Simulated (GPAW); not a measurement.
# ZnS (F-43m) in GPAW: notebook, part 2 of 3

GPAW 26.7.0. Earlier steps stand in the parts before.

**3. Band structure, MS2**

The input, run.py:

```python
from ase.dft.bandgap import bandgap
from ase.io import read, write
from ase.units import GPa
from gpaw import GPAW, PW

atoms = read('POSCAR')

calc = GPAW(mode=PW(600),
            xc='MGGA_X_MS2+GGA_C_REGTPSS',
            kpts={'size': (7, 7, 7), 'gamma': True},
            occupations={'name': 'fermi-dirac', 'width': 0.05},
            nbands=18,
            convergence={'density': 1e-05, 'energy': 1e-05},
            maxiter=150,
            txt='gpaw.txt')
atoms.calc = calc
energy = atoms.get_potential_energy()
forces = atoms.get_forces()
stress = atoms.get_stress()
calc.write('gs.gpw')
write('result.traj', atoms)
print(f'Energy: {energy:.6f} eV')
print('Forces (eV/A):')
print(forces.round(4))
print('Stress (GPa):', (stress / GPa).round(3))
print('Fermi level:', round(calc.get_fermi_level(), 4), 'eV')
print(f'Gap: {bandgap(calc)[0]:.4f} eV, direct: {bandgap(calc, direct=True)[0]:.4f} eV')

path = atoms.cell.bandpath('GXWKGLUWLK,UX', npoints=60, eps=1e-4)
bs_calc = calc.fixed_density(kpts=path, symmetry='off', nbands=28,
                             convergence={'bands': 'CBM+6.0', 'eigenstates': 1e-6}, txt='bands.txt')
bs = bs_calc.band_structure()
bs.write('bs.json')
print(f'Gap on the path: {bandgap(bs_calc)[0]:.4f} eV')
```

The input, POSCAR:

```
ZnS
1.0
    0.0000000000      2.7020000000      2.7020000000
    2.7020000000      0.0000000000      2.7020000000
    2.7020000000      2.7020000000      0.0000000000
Zn S
1 1
Direct
    0.7500000000      0.7500000000      0.7500000000
    0.0000000000      0.0000000000      0.0000000000
```

Potentials or basis: GPAW PAW data sets (gpaw-data 1.2.1), pw.

On the command line:

```sh
$ OMP_NUM_THREADS=1 python run.py
```

gpaw.txt:

```text
__  _  _
 | _ |_)|_||  |
 |__||  | ||/\| - 26.7.0

Input parameters:
  mode=PW(ecut=600.0),
  convergence={'density': 1e-05, 'energy': 1e-05},
  kpts=MonkhorstPack(size=(7, 7, 7), gamma=True),
  maxiter=150,
  nbands=18,
  occupations=Occupations(name='fermi-dirac', width=0.05),
  xc=XC(name='MGGA_X_MS2+GGA_C_REGTPSS')

Diagonalizing LCAO Hamiltonian
Converting LCAO to pw mode

                    Zn

       S

Atoms  # Å, Bohr magnetons
|   | symbol |        x |        y |        z |    initial magnetic moments |
|---|--------|----------|----------|----------|-----------------------------|
| 0 |     Zn | 4.053000 | 4.053000 | 4.053000 | ( 0.0000,  0.0000,  0.0000) |
| 1 |      S | 0.000000 | 0.000000 | 0.000000 | ( 0.0000,  0.0000,  0.0000) |

Unit cell  # Å
| periodic |        x |        y |        z |  lengths |    angles |
|----------|----------|----------|----------|----------|-----------|
|      yes | 0.000000 | 2.702000 | 2.702000 | 3.821205 | 60.000000 |
|      yes | 2.702000 | 0.000000 | 2.702000 | 3.821205 | 60.000000 |
|      yes | 2.702000 | 2.702000 | 0.000000 | 3.821205 | 60.000000 |

Number of symmetries: 24
Symmetry operations  # r_c * U_cc + t_c -> r_c
|    | kind |            matrix            |
|----|------|------------------------------|
|  0 |  E   |  1, 0, 0,  0, 1, 0,  0, 0, 1 |
|  1 |  σ   |  1, 0, 0,  0, 0, 1,  0, 1, 0 |
|  2 |  σ   |  1, 0,-1,  0, 1,-1,  0, 0,-1 |
|  3 |  C3  |  1, 0,-1,  0, 0,-1,  0, 1,-1 |
|  4 |  C3  |  1,-1, 0,  0,-1, 1,  0,-1, 0 |
|  5 |  σ   |  1,-1, 0,  0,-1, 0,  0,-1, 1 |
|  6 |  σ   |  0, 1, 0,  1, 0, 0,  0, 0, 1 |
|  7 |  C3  |  0, 1, 0,  0, 0, 1,  1, 0, 0 |
|  8 |  C2  |  0, 1,-1,  1, 0,-1,  0, 0,-1 |
|  9 |  S4  |  0, 1,-1,  0, 0,-1,  1, 0,-1 |
| 10 |  C3  |  0, 0, 1,  1, 0, 0,  0, 1, 0 |
| 11 |  σ   |  0, 0, 1,  0, 1, 0,  1, 0, 0 |
| 12 |  S4  |  0, 0,-1,  1, 0,-1,  0, 1,-1 |
| 13 |  C3  |  0, 0,-1,  0, 1,-1,  1, 0,-1 |
| 14 |  S4  |  0,-1, 1,  1,-1, 0,  0,-1, 0 |
| 15 |  C2  |  0,-1, 1,  0,-1, 0,  1,-1, 0 |
| 16 |  C3  |  0,-1, 0,  1,-1, 0,  0,-1, 1 |
| 17 |  S4  |  0,-1, 0,  0,-1, 1,  1,-1, 0 |
| 18 |  S4  | -1, 1, 0, -1, 0, 1, -1, 0, 0 |
| 19 |  C3  | -1, 1, 0, -1, 0, 0, -1, 0, 1 |
| 20 |  C3  | -1, 0, 1, -1, 1, 0, -1, 0, 0 |
| 21 |  S4  | -1, 0, 1, -1, 0, 0, -1, 1, 0 |
| 22 |  σ   | -1, 0, 0, -1, 1, 0, -1, 0, 1 |
| 23 |  C2  | -1, 0, 0, -1, 0, 1, -1, 1, 0 |

BZ-sampling:
  Number of BZ points: 343
  Number of IBZ points: 20

  Monkhorst-Pack size: [7, 7, 7]
  Monkhorst-Pack shift: [0, 0, 0]

K-points  # in reciprocal-cell coordinates
|     |                                coordinates |     weight |
|-----|--------------------------------------------|------------|
|   0 | (  0.00000000,   0.00000000,   0.00000000) | 0.00291545 |
|   1 | (  0.14285714,   0.14285714,   0.00000000) | 0.01749271 |
|   2 | (  0.14285714,   0.14285714,   0.14285714) | 0.02332362 |
|   3 | (  0.28571429,   0.14285714,   0.14285714) | 0.03498542 |
|   4 | (  0.28571429,   0.28571429,   0.00000000) | 0.01749271 |
|   5 | (  0.28571429,   0.28571429,   0.14285714) | 0.06997085 |
|   6 | (  0.28571429,   0.28571429,   0.28571429) | 0.02332362 |
|   7 | (  0.42857143,  -0.28571429,  -0.28571429) | 0.03498542 |
|   8 | (  0.42857143,   0.28571429,  -0.42857143) | 0.13994169 |
|   9 | (  0.42857143,   0.28571429,  -0.28571429) | 0.06997085 |
| ... |                                            |            |
|  19 | (  0.42857143,   0.42857143,   0.42857143) | 0.02332362 |

Plane wave coefficients: 1363
Cutoff: 600.0 eV

Spin-components: 1 (collinear spins)
Bands:           18
Projectors:      11
Spin-degeneracy: 2
Datatype:        complex128

Parallelization:
  kpt:    1
  domain: 1
  band:   1

Density:
  Valence electrons: 18.0
  Components: 1
  Grid points: [24 24 24]
  Charge: 0.0  # |e|

Potential:
  Grid points: [24 24 24]

species:
  Zn:
    name:    Zinc
    Z:       30.0
    valence: 12
    core:    18
    charge:  0.0  # [|e|]
    compensation charges:
      type: gauss
      rc: 0.37  # [Å]
      lmax: 2
    cutoffs:
      filter: 2.14  # [Å]
      core: 2.28  # [Å]
    projectors
    | kind |    occ | energy [eV] | rcut [Å] |
    |------|--------|-------------|----------|
    |   4s |  2.000 |      -5.977 |    1.286 |
    |   4p |  0.000 |      -1.117 |    1.270 |
    |   3d | 10.000 |     -10.142 |    1.180 |
    |    s |        |      21.234 |    1.286 |
    |    p |        |      26.095 |    1.270 |
    |    d |        |      17.070 |    1.180 |

    Using partial waves for Zn as LCAO basis

  S:
    name:    Sulfur
    Z:       16.0
    valence: 6
    core:    10
    charge:  0.0  # [|e|]
    compensation charges:
      type: gauss
      rc: 0.24  # [Å]
      lmax: 2
    cutoffs:
      filter: 1.77  # [Å]
      core: 1.66  # [Å]
    projectors
    | kind |    occ | energy [eV] | rcut [Å] |
    |------|--------|-------------|----------|
    |   3s |  2.000 |     -17.254 |    0.974 |
    |   3p |  4.000 |      -7.008 |    0.979 |
    |    s |        |       9.957 |    0.974 |
    |    p |        |      20.203 |    0.979 |
    |    d |        |       0.000 |    0.900 |

    Using partial waves for S as LCAO basis

Reference energy: -59718.946550  # eV

eigensolver:
  PPCG
  Converge bands: occupied
  niter=2

density mixing:
  MSR1-Mixer
  Pratt-step length: 0.05
  Maximum mixing coefficient: 0.75
  Old densities: 10
  SVD Regularization: 0.005
  Good broyden scale: 1.0
  Trust region scale: 1.0
  Backstep threshold: 4.0
  History deletion threshold: 6.0
  Fourier metric: weight=20.0, sigma=0.015

occupation numbers:
  Fermi-Dirac:
    width: 0.0500  # eV

poisson solver:
  ecut: 4800.0  # eV

xc functional:
  name: MGGA_X_MS2+GGA_C_REGTPSS with 2 nearest neighbor stencil

convergence criteria:
- Maximum integral of absolute [dens]ity change: 1e-05 electrons / valence electron
- Maximum [total energy] change in last 3 cyles: 1e-05 eV / valence electron
- Maximum integral of absolute [eigenst]ate change: 4e-08 eV^2 / valence electron
maximum number of iterations: 150

SCF iterations
|iter     | |      energy | eigst |  dens |
|---------|-|-------------|-------|-------|
|iter:   1| |  -19.320795 | +0.17 |       |
|iter:   2| |  -12.573488 | +0.18 | -1.16 |
|iter:   3| |  -12.491759 | -1.63 | -1.23 |
|iter:   4| |  -12.454420 | -1.86 | -1.36 |
|iter:   5| |  -12.477133 | -1.82 | -1.54 |
|iter:   6| |  -12.497630 | -2.42 | -1.76 |
|iter:   7| |  -12.500682 | -2.80 | -2.23 |
|iter:   8| |  -12.500709 | -4.42 | -2.62 |
|iter:   9| |  -12.500674c| -4.64 | -2.81 |
|iter:  10| |  -12.500665c| -6.18 | -3.12 |
|iter:  11| |  -12.500620c| -4.77 | -3.16 |
|iter:  12| |  -12.500620c| -6.34 | -3.99 |
|iter:  13| |  -12.500620c| -7.64c| -4.35 |
|iter:  14| |  -12.500620c| -8.45c| -5.02c|

Converged in 14 steps
Energy contributions relative to reference atoms: (reference = -59718.946550)

Energy contributions:
  Kinetic:           5.501169
  Coulomb:          -4.046901
  Zero:              0.106865
  External:          0.000000
  Xc:              -14.061753
  Entropy:          -0.000000
  Spinorbit:         0.000000
  ----------------------------
  Free energy:     -12.500620
  Extrapolated:    -12.500620

dipole moment: (-14.587801, -14.587801, -14.587801)  # |e|*Ang

Fermi level: 4.492
Eigenvalues  # (at kpt = [0.000, 0.000, 0.000])
| band index |      eig [eV] | occ [0-2] |
|------------|---------------|-----------|
|          0 |       -10.252 |     2.000 |
|          1 |        -2.684 |     2.000 |
|          2 |        -2.684 |     2.000 |
|          3 |        -2.684 |     2.000 |
|          4 |        -2.128 |     2.000 |
|          5 |        -2.128 |     2.000 |
[... 10 lines left out ...]
|         16 |        18.422 |     0.000 |
|         17 |        18.422 |     0.000 |

Gap: 2.463 eV
Transition (v -> c):
  (s=0, k=0, n=8, [0.00, 0.00, 0.00]) -> (s=0, k=0, n=9, [0.00, 0.00, 0.00])
No difference between direct/indirect transitions

Forces  # eV/Ang
|        x |        y |       z |
|----------|----------|---------|
| -0.00000 |  0.00000 | 0.00000 |  # Zn   0
| -0.00000 | -0.00000 | 0.00000 |  # S    1

Stress tensor  # eV/Ang^3
|         x |         y |         z |
|-----------|-----------|-----------|
|  0.002593 | -0.000000 | -0.000000 |
| -0.000000 |  0.002593 |  0.000000 |
| -0.000000 |  0.000000 |  0.002593 |

# Writing to gs.gpw (mode='')
```

It took 2.2 min on 1 thread of Arm Neoverse V1, shared host; peak memory 0.32 GiB.

What came out:

- Free energy: -12.5006 eV
- Pressure: -0.4 GPa
- Band gap on the k mesh: 2.46 eV, direct
- Band gap along the path: 2.46 eV, direct

Levels at the corners of the path, in eV from the valence-band top:
```csv
point,band 6,band 7,band 8,band 9,band 10,band 11,band 12,band 13
Γ,-5.63,0.00,0.00,0.00,2.46,6.79,6.79,6.79
X,-5.44,-4.51,-2.26,-2.26,3.63,4.43,11.38,12.54
W,-5.25,-4.59,-2.79,-2.72,5.91,6.49,8.31,8.52
K,-5.30,-4.63,-3.13,-1.84,4.42,6.32,9.72,10.23
Γ,-5.63,0.00,0.00,0.00,2.46,6.79,6.79,6.79
L,-5.46,-5.34,-0.88,-0.88,3.70,7.30,7.30,9.12
U,-5.30,-4.63,-3.13,-1.84,4.42,6.32,9.72,10.23
W,-5.25,-4.59,-2.79,-2.72,5.91,6.49,8.31,8.52
L,-5.46,-5.34,-0.88,-0.88,3.70,7.30,7.30,9.12
K,-5.30,-4.63,-3.13,-1.84,4.42,6.32,9.72,10.23
U,-5.30,-4.63,-3.13,-1.84,4.42,6.32,9.72,10.23
X,-5.44,-4.51,-2.26,-2.26,3.63,4.43,11.38,12.54
```

Caveat: the PAW data sets were made with another functional, which shifts forces and pressure a little.

**4. Equation of state, LDA**

The input, run.py:

```python
from ase import Atoms
from ase.eos import EquationOfState
from ase.io import Trajectory
from ase.units import GPa
from gpaw import GPAW, PW, setup_paths

setup_paths.insert(0, '.')

atoms = Atoms(['Zn', 'S'],
              cell=[[0.0, 2.702, 2.702],
                    [2.702, 0.0, 2.702],
                    [2.702, 2.702, 0.0]],
              scaled_positions=[[0.75, 0.75, 0.75],
                                [0.0, 0.0, 0.0]],
              pbc=True)

traj = Trajectory('eos.traj', 'w')
volumes, energies = [], []
for x in [0.94, 0.96, 0.98, 1.0, 1.02, 1.04, 1.06]:
    a = atoms.copy()
    a.set_cell(atoms.cell * x**(1 / 3), scale_atoms=True)
    calc = GPAW(mode=PW(600),
                xc='LDA',
                kpts={'size': (7, 7, 7), 'gamma': True},
                occupations={'name': 'fermi-dirac', 'width': 0.05},
                nbands=18,
                convergence={'density': 1e-05, 'energy': 1e-05},
                maxiter=150,
                txt=f'eos-{x:.2f}.txt')
    a.calc = calc
    energies.append(a.get_potential_energy(force_consistent=True))
    volumes.append(a.get_volume())
    p = -a.get_stress()[:3].mean() / GPa
    calc.write(f'eos-{x:.2f}.gpw')
    traj.write(a)
    print(f'{x:.2f} {volumes[-1]:10.4f} A^3 {energies[-1]:14.6f} eV {p:9.3f} GPa', flush=True)

v0, e0, B = EquationOfState(volumes, energies, eos='birchmurnaghan').fit()
print(f'V0 = {v0:.4f} A^3, E0 = {e0:.6f} eV, B0 = {B / GPa:.2f} GPa')
```

Potentials or basis: PAW data sets generated in the run's folder for this functional, pw.

On the command line:

```sh
$ gpaw-setup -f LDA S Zn
$ OMP_NUM_THREADS=1 python run.py
```

Run time: 80 s. Hardware: 1 thread of Arm Neoverse V1, shared host; peak memory 0.22 GiB.

It converged, with:

```
Equilibrium volume : 18.50 Å³/atom (rough: see the caveat)
Bulk modulus       : 87 GPa (rough)
```

Energy against volume, from the lowest point:
| volume (Å³/atom) | energy (meV/atom) |
| --- | --- |
| 18.543 | 0.00 |
| 18.938 | 2.71 |
| 19.332 | 9.43 |
| 19.727 | 19.72 |
| 20.121 | 33.21 |
| 20.516 | 49.52 |
| 20.910 | 68.34 |

Caveat: the minimum lies outside the volumes run.

**5. Band structure, PBE**

The input, run.py:

```python
from ase.dft.bandgap import bandgap
from ase.io import read, write
from ase.units import GPa
from gpaw import GPAW, PW, setup_paths

setup_paths.insert(0, '.')

atoms = read('ZnS.xyz')

calc = GPAW(mode=PW(600),
            xc='PBE',
            kpts={'size': (7, 7, 7), 'gamma': True},
            occupations={'name': 'fermi-dirac', 'width': 0.05},
            nbands=18,
            convergence={'density': 1e-05, 'energy': 1e-05},
            maxiter=150,
            txt='gpaw.txt')
atoms.calc = calc
energy = atoms.get_potential_energy()
forces = atoms.get_forces()
stress = atoms.get_stress()
calc.write('gs.gpw')
write('result.traj', atoms)
print(f'Energy: {energy:.6f} eV')
print('Forces (eV/A):')
print(forces.round(4))
print('Stress (GPa):', (stress / GPa).round(3))
print('Fermi level:', round(calc.get_fermi_level(), 4), 'eV')
print(f'Gap: {bandgap(calc)[0]:.4f} eV, direct: {bandgap(calc, direct=True)[0]:.4f} eV')

path = atoms.cell.bandpath('GXWKGLUWLK,UX', npoints=80, eps=1e-4)
bs_calc = calc.fixed_density(kpts=path, symmetry='off', nbands=28,
                             convergence={'bands': 'CBM+6.0', 'eigenstates': 1e-6}, txt='bands.txt')
bs = bs_calc.band_structure()
bs.write('bs.json')
print(f'Gap on the path: {bandgap(bs_calc)[0]:.4f} eV')
```

The input, ZnS.xyz:

```xyz
2
Lattice="0.0000000000 2.7020000000 2.7020000000 2.7020000000 0.0000000000 2.7020000000 2.7020000000 2.7020000000 0.0000000000" Properties=species:S:1:pos:R:3 pbc="T T T"
Zn     4.0530000000      4.0530000000      4.0530000000
S      0.0000000000      0.0000000000      0.0000000000
```

On the command line:

```sh
$ gpaw-setup -f PBE S Zn
$ OMP_NUM_THREADS=1 python run.py
```

It took 52 s on 1 thread of Arm Neoverse V1, shared host; peak memory 0.24 GiB.

It converged, with:

```
Free energy             : -6.9215 eV
Pressure                : 1.6 GPa
Band gap on the k mesh  : 2.10 eV, direct
Band gap along the path : 2.10 eV, direct
```

Levels at the corners of the path, in eV from the valence-band top:
| point | band 5 | band 6 | band 7 | band 8 | band 9 | band 10 | band 11 | band 12 | band 13 |
| --- | --- | --- | --- | --- | --- | --- | --- | --- | --- |
| Γ | -5.82 | -5.82 | 0.00 | 0.00 | 0.00 | 2.10 | 6.37 | 6.37 | 6.37 |
| X | -5.75 | -5.60 | -4.55 | -2.22 | -2.22 | 3.40 | 4.07 | 10.96 | 11.93 |
| W | -5.86 | -5.42 | -4.58 | -2.75 | -2.71 | 5.68 | 6.03 | 7.85 | 8.20 |
| K | -5.79 | -5.47 | -4.61 | -3.11 | -1.80 | 4.12 | 5.95 | 9.35 | 9.73 |
| Γ | -5.82 | -5.82 | 0.00 | 0.00 | 0.00 | 2.10 | 6.37 | 6.37 | 6.37 |
| L | -5.79 | -5.62 | -5.29 | -0.86 | -0.86 | 3.31 | 6.89 | 6.89 | 8.86 |
| U | -5.79 | -5.47 | -4.61 | -3.11 | -1.80 | 4.12 | 5.95 | 9.35 | 9.73 |
| W | -5.86 | -5.42 | -4.58 | -2.75 | -2.71 | 5.68 | 6.03 | 7.85 | 8.20 |
| L | -5.79 | -5.62 | -5.29 | -0.86 | -0.86 | 3.31 | 6.89 | 6.89 | 8.86 |
| K | -5.79 | -5.47 | -4.61 | -3.11 | -1.80 | 4.12 | 5.95 | 9.35 | 9.73 |
| U | -5.79 | -5.47 | -4.61 | -3.11 | -1.80 | 4.12 | 5.95 | 9.35 | 9.73 |
| X | -5.75 | -5.60 | -4.55 | -2.22 | -2.22 | 3.40 | 4.07 | 10.96 | 11.93 |

(Part 2 of 3 ends here.)
